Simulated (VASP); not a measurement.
# GaAs (F-43m) in VASP: a series of runs

Aim: see how the results for GaAs move with the level of theory and the settings. Levels: PBE, PBEsol. Tasks: relaxation of cell and atoms.

All numbers are computed with VASP 6.6.1; they aren't measurements. Logs are shortened: lines on timing, memory, paths and dates and some standing lists are left out, and cuts for length are marked.

## 1. Starting point

The structure is cubic, space group F-43m (No. 216). The conventional cell has a = 5.654 Å, b = 5.654 Å, c = 5.654 Å, α = 90.00°, β = 90.00°, γ = 90.00°. Ga (site symmetry -43m) is surrounded by 4 As at 2.45 Å. As (site symmetry -43m) has 4 Ga at 2.45 Å as nearest neighbours.

## 2. Relaxation of cell and atoms, PBE

INCAR reads:

```
PREC = Accurate
ENCUT = 600
EDIFF = 1E-6
ISMEAR = 0
SIGMA = 0.03
LREAL = False
LASPH = True
NELM = 80
ALGO = Normal
ISIF = 3
LWAVE = False
LCHARG = False
GGA = PE
IBRION = 2
NSW = 90
EDIFFG = -0.01
```

KPOINTS reads:

```
Automatic mesh
0
Gamma
  10 10 10
```

POSCAR reads:

```
GaAs
1.0
    0.0000000000      2.8268500000      2.8268500000
    2.8268500000      0.0000000000      2.8268500000
    2.8268500000      2.8268500000      0.0000000000
Ga As
1 1
Direct
    0.0000000000      0.0000000000      0.0000000000
    0.2500000000      0.2500000000      0.2500000000
```

Potentials or basis: VASP PAW PBE potentials, release 64 (Ga_d, As).

The run is started by

```console
$ cat potpaw_PBE.64/Ga_d/POTCAR potpaw_PBE.64/As/POTCAR > POTCAR
$ mpirun -np 1 vasp_std > vasp.out
```

OUTCAR:

```text
PREC = Accurate
   ENCUT = 600
   EDIFF = 1E-6
   ISMEAR = 0
   LREAL = False
   LASPH = True
   NELM = 80
   ISIF = 3
   GGA = PE
   IBRION = 2
   NSW = 90
   EDIFFG = -0.01

 ion  position               nearest neighbor table
   1  0.000  0.000  0.000-   2 2.45   2 2.45   2 2.45   2 2.45
   2  0.250  0.250  0.250-   1 2.45   1 2.45   1 2.45   1 2.45

  LATTYP: Found a face centered cubic cell.
 ALAT       =     5.6537000000

  Lattice vectors:

 A1 = (   0.0000000000,   2.8268500000,   2.8268500000)
 A2 = (   2.8268500000,   0.0000000000,   2.8268500000)
 A3 = (   2.8268500000,   2.8268500000,   0.0000000000)

Analysis of symmetry for initial positions (statically):
=====================================================================
 Subroutine PRICEL returns:
 Original cell was already a primitive cell.

 Routine SETGRP: Setting up the symmetry group for a
 face centered cubic supercell.

 Subroutine GETGRP returns: Found 24 space group operations
 (whereof 24 operations were pure point group operations)
 out of a pool of 48 trial point group operations.

The static configuration has the point symmetry T_d .

Analysis of symmetry for dynamics (positions and initial velocities):
=====================================================================
 Subroutine PRICEL returns:
 Original cell was already a primitive cell.

 Routine SETGRP: Setting up the symmetry group for a
 face centered cubic supercell.

 Subroutine GETGRP returns: Found 24 space group operations
 (whereof 24 operations were pure point group operations)
 out of a pool of 48 trial point group operations.

The dynamic configuration has the point symmetry T_d .

 Subroutine INISYM returns: Found 24 space group operations
 (whereof 24 operations are pure point group operations),
 and found     1 'primitive' translations

----------------------------------------------------------------------------------------

                                     Primitive cell

  volume of cell :      45.1792

  direct lattice vectors                    reciprocal lattice vectors
     0.000000000  2.826850000  2.826850000    -0.176875321  0.176875321  0.176875321
     2.826850000  0.000000000  2.826850000     0.176875321 -0.176875321  0.176875321
     2.826850000  2.826850000  0.000000000     0.176875321  0.176875321 -0.176875321

  length of vectors
     3.997769609  3.997769609  3.997769609     0.306357042  0.306357042  0.306357042

  position of ions in fractional coordinates (direct lattice)
     0.000000000  0.000000000  0.000000000
     0.250000000  0.250000000  0.250000000

  ion indices of the primitive-cell ions
   primitive index   ion index
                 1           1
                 2           2

----------------------------------------------------------------------------------------

 KPOINTS: Automatic mesh

Automatic generation of k-mesh.
 Grid dimensions read from file:
 generate k-points for:   10   10   10

 Generating k-lattice:

  Cartesian coordinates                     Fractional coordinates (reciprocal lattice)
    -0.017687532  0.017687532  0.017687532     0.100000000  0.000000000  0.000000000
     0.017687532 -0.017687532  0.017687532     0.000000000  0.100000000  0.000000000
     0.017687532  0.017687532 -0.017687532     0.000000000  0.000000000  0.100000000

  Length of vectors
     0.030635704  0.030635704  0.030635704

  Shift w.r.t. Gamma in fractional coordinates (k-lattice)
     0.000000000  0.000000000  0.000000000

 Subroutine IBZKPT returns following result:
 ===========================================

 Found     47 irreducible k-points:

 Following reciprocal coordinates:
            Coordinates               Weight
  0.000000  0.000000  0.000000      1.000000
  0.100000  0.000000  0.000000      8.000000
  0.200000  0.000000  0.000000      8.000000
  0.300000  0.000000  0.000000      8.000000
  0.400000  0.000000  0.000000      8.000000
  0.500000  0.000000  0.000000      4.000000
[... 16 lines left out ...]
  0.300000  0.300000  0.000000      6.000000
  0.400000  0.300000  0.000000     24.000000
 [... further k-points ...]
   k-points           NKPTS =     47   k-points in BZ     NKDIM =     47   number of bands    NBANDS=     13
   number of dos      NEDOS =    301   number of ions     NIONS =      2
   total plane-waves  NPLWV =  32768
   dimension x,y,z NGX =    32 NGY =   32 NGZ =   32
   dimension x,y,z NGXF=    64 NGYF=   64 NGZF=   64
   ions per type =               1   1
   NGX,Y,Z   is equivalent  to a cutoff of  13.31, 13.31, 13.31 a.u.
   NGXF,Y,Z  is equivalent  to a cutoff of  26.61, 26.61, 26.61 a.u.
 SYSTEM =  unknown system
   PREC   = accura    normal or accurate (medium, high low for compatibility)
   ISTART =      0    job   : 0-new  1-cont  2-samecut
   ICHARG =      2    charge: 1-file 2-atom 10-const
   ISPIN  =      1    spin polarized calculation?
   LNONCOLLINEAR =      F non collinear calculations
   LSORBIT =      F    spin-orbit coupling
   LASPH  =      T    aspherical Exc in radial PAW
   ENCUT  =  600.0 eV  44.10 Ry    6.64 a.u.   7.98  7.98  7.98*2*pi/ulx,y,z
   NELM   =     80;   NELMIN=  2; NELMDL= -5     # of ELM steps
   EDIFF  = 0.1E-05   stopping-criterion for ELM
   LREAL  =      F    real-space projection
   EDIFFG = -.1E-01   stopping-criterion for IOM
   NSW    =     90    number of steps for IOM
   IBRION =      2    ionic relax: 0-MD 1-quasi-New 2-CG
   NFREE  =      1    steps in history (QN), initial steepest desc. (CG)
   ISIF   =      3    stress and relaxation
   ISYM   =      2    0-nonsym 1-usesym 2-fastsym
   POTIM  = 0.5000    time-step for ionic-motion
   TEBEG  =    0.0;   TEEND  =   0.0 temperature during run
   PSTRESS=    0.0 pullay stress
   NELECT =      18.0000    total number of electrons
   NUPDOWN=      -1.0000    fix difference up-down
   EMIN   =  10.00;   EMAX   =-10.00  energy-range for DOS
   EFERMI =   0.00;   METHOD = LEGACY
   ISMEAR =     0;   SIGMA  =   0.03  broadening in eV -4-tet -1-fermi 0-gaus
   EFERMI_NEDOS =   21; number of points for ismear=-14 and -15
   IALGO  =     38    algorithm
   IMIX   =      4    mixing-type and parameters
     AMIX     =   0.40;   BMIX     =  1.00
     AMIX_MAG =   1.60;   BMIX_MAG =  1.00
  volume/ion in A,a.u.               =      22.59       152.44
  Fermi-wavevector in a.u.,A,eV,Ry     =   1.204628  2.276417 19.743799  1.451128
  Thomas-Fermi vector in A             =   2.340347
   LORBIT       =      0    0 simple, 1 ext, 2 COOP (PROOUT), +10 PAW based schemes
   GGA     = PE    functional components
   LHFCALC =     F    Hartree Fock is set to
   AEXX    =    0.0000 exact exchange contribution
   IVDW    =     0    specifies the selected vdW correction
   LEPSILON=     F    determine dielectric tensor
   LRPA    =     F    only Hartree local field effects (RPA)
 conjugate gradient relaxation of ions
 non-spin polarized calculation
 Gauss-broadening in eV      SIGMA  =   0.03
  energy-cutoff  :      600.00
  volume of cell :       45.18
 maximum number of plane-waves:      1524
   NGX = 15   NGY = 15   NGZ = 15

--------------------------------------- Ionic step        1  -------------------------------------------

 number of electron      18.0000011 magnetization

 Free energy of the ion-electron system (eV)
  ---------------------------------------------------
  ext. energy  EPLUGINS =         0.00000000
  ---------------------------------------------------
  free energy    TOTEN  =        -8.25071693 eV

  energy without entropy =       -8.25071693  energy(sigma->0) =       -8.25071693

------------------------ aborting loop because EDIFF is reached ----------------------------------------

  FORCE on cell =-STRESS in cart. coord.  units (eV):
  Direction    XX          YY          ZZ          XY          YZ          ZX
  --------------------------------------------------------------------------------------
  -------------------------------------------------------------------------------------
  Total        0.9723923      0.9723923      0.9723923      0.0000000     -0.0000000     -0.0000000
  in kB       34.4836949     34.4836949     34.4836949      0.0000000     -0.0000000     -0.0000000
  external PRESSURE =      34.4836949 kB  Pullay stress =       0.0000000 kB
[... 57 lines left out ...]
  energy  without entropy=       -8.2716525819  energy(sigma->0) =       -8.27167893

--------------------------------------- Ionic step        3  -------------------------------------------

 number of electron      17.9999994 magnetization

 Free energy of the ion-electron system (eV)
  ---------------------------------------------------
  ext. energy  EPLUGINS =         0.00000000
  ---------------------------------------------------
  free energy    TOTEN  =        -8.27484130 eV

  energy without entropy =       -8.27484113  energy(sigma->0) =       -8.27484122

 E-fermi :   3.5427     XC(G=0):  -9.3613

 val. band max:        3.4669887503   @ k =   0.0000   0.0000   0.0000
 cond. band min:       3.6119707565   @ k =   0.0000   0.0000   0.0000
 fundamental gap:      0.1449820063
 Fermi energy:         3.5426513413

 k-point     1 :       0.0000    0.0000    0.0000
  band No.  band energies     occupation
      1     -11.2555      2.00000
      2     -11.2555      2.00000
      3     -11.2555      2.00000
      4     -11.1880      2.00000
      5     -11.1880      2.00000
      6      -8.9056      2.00000
      7       3.4670      1.99964
      8       3.4670      1.99964
      9       3.4670      1.99964
     10       3.6120      0.00108
     11       7.1821      0.00000
     12       7.1821      0.00000
     13       7.1821      0.00000
[... 353 lines left out ...]
 k-point    24 :       0.4000    0.3000    0.0000
  band No.  band energies     occupation
      1     -11.3311      2.00000
      2     -11.2253      2.00000
      3     -11.2241      2.00000
      4     -11.2022      2.00000
      5     -11.1799      2.00000
      6      -7.3049      2.00000
      7      -2.0675      2.00000
      8       1.0524      2.00000
      9       1.3676      2.00000
     10       5.3516      0.00000
     11       6.2923      0.00000
     12      10.5380      0.00000
     13      11.1685      0.00000

 [... further k-points ...]

------------------------ aborting loop because EDIFF is reached ----------------------------------------

  FORCE on cell =-STRESS in cart. coord.  units (eV):
  Direction    XX          YY          ZZ          XY          YZ          ZX
  --------------------------------------------------------------------------------------
  -------------------------------------------------------------------------------------
  Total       -0.0191420     -0.0191420     -0.0191420      0.0000000      0.0000000      0.0000000
  in kB       -0.6452117     -0.6452117     -0.6452117      0.0000000      0.0000000      0.0000000
  external PRESSURE =      -0.6452117 kB  Pullay stress =       0.0000000 kB
[... 17 lines left out ...]
  FREE ENERGIE OF THE ION-ELECTRON SYSTEM (eV)
  ---------------------------------------------------
  free  energy   TOTEN  =        -8.2748413038 eV

  energy  without entropy=       -8.2748411348  energy(sigma->0) =       -8.27484122

 reached required accuracy - stopping structural energy minimisation
```

It took 23 s on 1 thread of Intel Xeon 6975P-C (Granite Rapids), shared host; peak memory 0.2 GiB.

Results:

| Property | Result |
| --- | --- |
| Free energy | -8.2748 eV |
| Relaxed volume | 23.77 Å³/atom |
| Relaxed cell | a = 4.066 Å, b = 4.066 Å, c = 4.066 Å, α = 60.00°, β = 60.00°, γ = 60.00° |
| Space group after relaxing (to 0.05 Å) | F-43m (No. 216) |
| Energy gained by relaxing | 12.1 meV/atom |
| Ionic steps | 3 |
| Pressure after relaxing | -0.1 GPa |
| Band gap on the k mesh | 0.15 eV, direct |

Step by step:
```csv
step,energy change (eV),largest force (eV/Å),pressure (GPa),volume (Å³)
1,0.0000,0.0000,3.45,45.18
2,-0.0210,0.0000,-1.02,48.43
3,-0.0241,0.0000,-0.06,47.53
```

Final structure:
```xyz
2
Lattice="0.0000 2.8751 2.8751 2.8751 0.0000 2.8751 2.8751 2.8751 0.0000" Properties=species:S:1:pos:R:3 pbc="T T T"
Ga    0.0000    0.0000    0.0000
As    1.4376    1.4376    1.4376
```

PBE gaps usually lie below the measured ones, often by a third to a half. PBE usually gives volumes a little too large and moduli too small.

## 3. Relaxation of cell and atoms, PBE

This run uses another cell than the first one, of 23.77 Å³/atom, 1.052 times its volume.

Edit INCAR of step 2 so:

```diff
@@ -2,3 +2,3 @@
 ENCUT = 600
-EDIFF = 1E-6
+EDIFF = 1E-7
 ISMEAR = 0
@@ -15,2 +15,2 @@
 NSW = 90
-EDIFFG = -0.01
+EDIFFG = -0.005
```

KPOINTS is that of step 2.

POSCAR reads:

```
GaAs                                    
1.0
    0.0000000000      2.8751155360      2.8751155360
    2.8751155360     -0.0000000000      2.8751155360
    2.8751155360      2.8751155360     -0.0000000000
  Ga              As            
     1     1
Direct
     0.0000000000000000    0.0000000000000000    0.0000000000000000
     0.2500000000000000    0.2500000000000000    0.2500000000000000
```

Potentials or basis: VASP PAW PBE potentials, release 64 (Ga_d, As).

The run is started by

```console
$ cat potpaw_PBE.64/Ga_d/POTCAR potpaw_PBE.64/As/POTCAR > POTCAR
$ mpirun -np 1 vasp_std > vasp.out
```

Wall time 12 s (1 thread of Intel Xeon 6975P-C (Granite Rapids), shared host); peak memory 0.19 GiB.

The run converged. Its results:

- Free energy: -8.2751 eV
- Pressure after relaxing: 0.0 GPa
- Band gap on the k mesh: 0.14 eV, direct

Final structure:
```
Ga As
1.0
     0.00000    2.87512    2.87512
     2.87512    0.00000    2.87512
     2.87512    2.87512    0.00000
Ga As
1 1
Direct
  0.00000 0.00000 0.00000
  0.25000 0.25000 0.25000
```

Levels at points of the mesh, in eV from the valence-band top:
```csv
k point,band 6,band 7,band 8,band 9,band 10,band 11,band 12,band 13
"(0.00, 0.00, 0.00)",-12.37,0.00,0.00,0.00,0.14,3.71,3.71,3.71
"(0.50, 0.00, 0.00)",-10.76,-6.37,-1.07,-1.07,0.86,4.62,4.62,7.70
"(0.50, 0.50, 0.00)",-10.09,-6.59,-2.50,-2.50,1.56,1.68,9.77,9.77
```

Caveat: the relaxation stopped at its first step, so nothing moved.

## 4. Relaxation of cell and atoms, PBEsol

INCAR reads:

```
ALGO     = Normal         # electronic algorithm
EDIFF    = 1E-6           # SCF threshold, eV
EDIFFG   = -0.01          # ionic threshold
ENCUT    = 600            # plane-wave cutoff, eV
GGA      = PS             # functional
IBRION   = 2              # ionic algorithm
ISIF     = 3              # what is computed and relaxed
ISMEAR   = 0              # smearing method
LASPH    = True           # aspherical terms in the spheres
LCHARG   = False          # write CHGCAR
LREAL    = False          # projectors in reciprocal space
LWAVE    = False          # write WAVECAR
NELM     = 80             # most SCF steps
NSW      = 90             # ionic steps
PREC     = Accurate       # precision mode
SIGMA    = 0.03           # smearing width, eV
```

KPOINTS reads:

```
k-points
0
Gamma
  10 10 10
```

POSCAR reads:

```
GaAs
1.0
    0.0000000000      2.8268500000      2.8268500000
    2.8268500000      0.0000000000      2.8268500000
    2.8268500000      2.8268500000      0.0000000000
Ga As
1 1
Direct
    0.0000000000      0.0000000000      0.0000000000
    0.2500000000      0.2500000000      0.2500000000
```

The run is started by

```console
$ cat potpaw_PBE.64/Ga_d/POTCAR potpaw_PBE.64/As/POTCAR > POTCAR
$ mpirun -np 1 vasp_std > vasp.out
```

Run time: 40 s. Hardware: 1 thread of Intel Xeon Platinum 8375C at 2.90GHz (Ice Lake), shared host; peak memory 0.2 GiB.

Results (log left out):

```yaml
Free_energy: -9.0915 eV
Relaxed_volume: 22.70 Å³/atom
Relaxed_cell: a = 4.004 Å, b = 4.004 Å, c = 4.004 Å, α = 60.00°, β = 60.00°, γ = 60.00°
Space_group_after_relaxing_to_0.05_Å: F-43m (No. 216)
Energy_gained_by_relaxing: 0.1 meV/atom
Ionic_steps: 3
Pressure_after_relaxing: 0.0 GPa
Band_gap_on_the_k_mesh: 0.42 eV, direct
```

Step by step:
```tsv
step	energy change (eV)	largest force (eV/Å)	pressure (GPa)	volume (Å³)
1	0.0000	0.0000	0.33	45.18
2	-0.0002	0.0000	-0.18	45.48
3	-0.0002	0.0000	0.01	45.40
```

Final structure:
```xyz
2
Lattice="0.0000 2.8314 2.8314 2.8314 0.0000 2.8314 2.8314 2.8314 0.0000" Properties=species:S:1:pos:R:3 pbc="T T T"
Ga    0.0000    0.0000    0.0000
As    1.4157    1.4157    1.4157
```

Levels at points of the mesh, in eV from the valence-band top:
| k point | band 7 | band 8 | band 9 | band 10 | band 11 | band 12 |
| --- | --- | --- | --- | --- | --- | --- |
| (0.00, 0.00, 0.00) | 0.00 | 0.00 | 0.00 | 0.42 | 3.69 | 3.69 |
| (0.50, 0.00, 0.00) | -6.65 | -1.14 | -1.14 | 0.92 | 4.58 | 4.58 |
| (0.50, 0.50, 0.00) | -6.83 | -2.68 | -2.68 | 1.36 | 1.57 | 10.09 |

Caveat: the PAW data sets were made with another functional, which shifts forces and pressure a little. A hybrid or GW would open this gap; PBEsol tends to underestimate it.

## 5. Relaxation of cell and atoms, PBEsol

This run uses another cell than the first one, of 22.70 Å³/atom, 1.005 times its volume.

Edit INCAR of step 4 so:

```diff
@@ -1,4 +1,4 @@
 ALGO     = Normal         # electronic algorithm
-EDIFF    = 1E-6           # SCF threshold, eV
-EDIFFG   = -0.01          # ionic threshold
+EDIFF    = 1E-7           # SCF threshold, eV
+EDIFFG   = -0.005         # ionic threshold
 ENCUT    = 600            # plane-wave cutoff, eV
```

KPOINTS is that of step 4.

POSCAR reads:

```
GaAs                                    
1.0
    0.0000000000      2.8313993253      2.8313993253
    2.8313993253     -0.0000000000      2.8313993253
    2.8313993253      2.8313993253      0.0000000000
  Ga              As            
     1     1
Direct
     0.0000000000000000    0.0000000000000000    0.0000000000000000
     0.2500000000000000    0.2500000000000000    0.2500000000000000
```

The run is started by

```console
$ cat potpaw_PBE.64/Ga_d/POTCAR potpaw_PBE.64/As/POTCAR > POTCAR
$ mpirun -np 1 vasp_std > vasp.out
```

Run time: 21 s. Hardware: 1 thread of Intel Xeon Platinum 8375C at 2.90GHz (Ice Lake), shared host; peak memory 0.19 GiB.

It converged, with:

- Free energy: -9.0915 eV
- Pressure after relaxing: 0.0 GPa
- Band gap on the k mesh: 0.42 eV, direct

Final structure:
```yaml
crystal:
  lattice:
    - [0.00000, 2.83140, 2.83140]
    - [2.83140, 0.00000, 2.83140]
    - [2.83140, 2.83140, 0.00000]
  atoms:
    - { symbol: Ga, position: [0.00000, 0.00000, 0.00000] }
    - { symbol: As, position: [0.25000, 0.25000, 0.25000] }
```

Levels at points of the mesh, in eV from the valence-band top:
```tsv
k point	band 5	band 6	band 7	band 8	band 9	band 10	band 11	band 12	band 13
(0.00, 0.00, 0.00)	-14.69	-12.72	0.00	0.00	0.00	0.42	3.69	3.69	3.69
(0.50, 0.00, 0.00)	-14.68	-10.95	-6.65	-1.14	-1.14	0.92	4.58	4.58	7.58
(0.50, 0.50, 0.00)	-14.67	-10.22	-6.83	-2.68	-2.68	1.36	1.57	10.09	10.09
```

Caveat: the relaxation stopped at its first step, so nothing moved; the PAW data sets were made with another functional, which shifts forces and pressure a little. Expect the measured gap to be larger: semilocal functionals such as PBEsol lack the derivative discontinuity.
